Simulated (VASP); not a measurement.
Here is a VASP 6.6.1 calculation.

The input INCAR:

```
SYSTEM = BN
PREC = Accurate
ENCUT = 520
EDIFF = 1E-7
ISMEAR = 0
SIGMA = 0.02
LREAL = .False.
LASPH = .True.
NELM = 80
ALGO = Normal
ISIF = 4
LWAVE = .False.
LCHARG = .False.
IBRION = 2
NSW = 80
EDIFFG = -0.002
```

File KPOINTS:

```
Automatic mesh
0
Gamma
  15 15 6
  0 0 0
```

The input POSCAR:

```
BN                                      
1.0
    2.4398343597      0.0000000000      0.0000000000
   -1.2199171799      2.1129585319      0.0000000000
    0.0000000000      0.0000000000      6.3291094721
  B               N             
     2     2
Direct
     0.3333333300000021    0.6666666699999979    0.2500000000000000
     0.6666666699999979    0.3333333300000021    0.7500000000000000
     0.3333333300000021    0.6666666699999979    0.7500000000000000
     0.6666666699999979    0.3333333300000021    0.2500000000000000
```

Potentials or basis: VASP PAW LDA potentials, release 64 (B, N).

Command:

```console
$ cat potpaw_LDA.64/B/POTCAR potpaw_LDA.64/N/POTCAR > POTCAR
$ mpirun -np 1 vasp_std > vasp.out
```

**Question.** What does it give for the band gap on the k mesh?

**Answer.** 4.00 eV, indirect (least direct gap 4.28 eV).

Final structure:
```
B N
1.0
     2.48608    0.00000    0.00000
    -1.24304    2.15301    0.00000
     0.00000    0.00000    6.09583
B N
2 2
Direct
  0.33333 0.66667 0.25000
  0.66667 0.33333 0.75000
  0.33333 0.66667 0.75000
  0.66667 0.33333 0.25000
```

Caveat: an odd mesh through Γ misses points on the zone boundary, where band edges often lie.
